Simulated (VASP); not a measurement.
BaTiO3:

```xyz
5
Lattice="2.8274 1.6324 2.3184 -2.8274 1.6324 2.3184 0.0000 -3.2648 2.3184" Properties=species:S:1:pos:R:3 pbc="T T T"
Ba    0.0000    0.0000    0.0000
Ti    0.0000    0.0000    3.3698
O     1.3885   -0.8017    2.3988
O    -1.3885   -0.8017    2.3988
O     0.0000    1.6033    2.3988
```

Base run:

| Quantity | Value |
| --- | --- |
| Program | VASP 6.6.1 |
| Functional | HSE03 |
| Potentials or basis | VASP PAW PBE potentials, release 64 (Ba_sv, Ti_sv, O) |
| Cutoff | 520 eV |
| k mesh | 4 × 4 × 4 |
| Occupations | gaussian, width 0.02 eV |
| Spin | no spin polarisation |

Its results: band gap on the k mesh 3.58 eV, indirect (least direct gap 3.99 eV); pressure 1.7 GPa; largest force 0.128 eV/Å.

Problem. The run is repeated on the same cell with these changes: functional from HSE03 to PBE0. What comes out?

Solution. Band gap on the k mesh 4.59 eV, indirect (least direct gap 4.98 eV); pressure 1.3 GPa; largest force 0.126 eV/Å.

Caveats: the PAW data sets were made with another functional, which shifts forces and pressure a little; spin-orbit coupling is left out, which moves the levels of the heavy elements.
